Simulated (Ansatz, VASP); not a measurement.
GaCo: VASP beside Ansatz

```
CELL_PARAMETERS angstrom
2.73895 0.00000 0.00000
0.00000 2.73895 0.00000
0.00000 0.00000 3.02725
ATOMIC_POSITIONS crystal
Ga 0.50000 0.50000 0.50000
Co 0.00000 0.00000 0.00000
```

Change from the starting cell: strain -0.050 along x and y, +0.050 along z, atoms carried along.

Alike in both runs: task single point; functional PBEsol; k mesh 16 × 16 × 16; occupations gaussian, width 0.15 eV; no spin polarisation.

```csv
,VASP,Ansatz
version,VASP 6.6.1,Ansatz 0.2.0
potentials or method,"VASP PAW PBE potentials, release 64 (Ga_d, Co)","scalar-relativistic, plane waves, PAW"
plane-wave cutoff (eV),520,420
valence electrons in the cell,22,30
```

|  | VASP | Ansatz | Ansatz less VASP |
| --- | --- | --- | --- |
| gap on the k mesh at the Fermi level (eV) | none | none | - |
| pressure (GPa) | 2.4 | 2.2 | -0.21 |
| largest component of the traceless stress (GPa) | 2.99 | 2.95 | -0.040 |

A gap of «none» marks a metal or a gap that the smearing closes. The functional is the same, so the differences come from potentials, cutoffs and numerics. The two sets of potentials don't hold the same shells in valence.

Caveats: the PAW data sets were made with another functional, which shifts forces and pressure a little (VASP). Spin polarisation is off, so any magnetic state and its effect on volume and gap are missing.
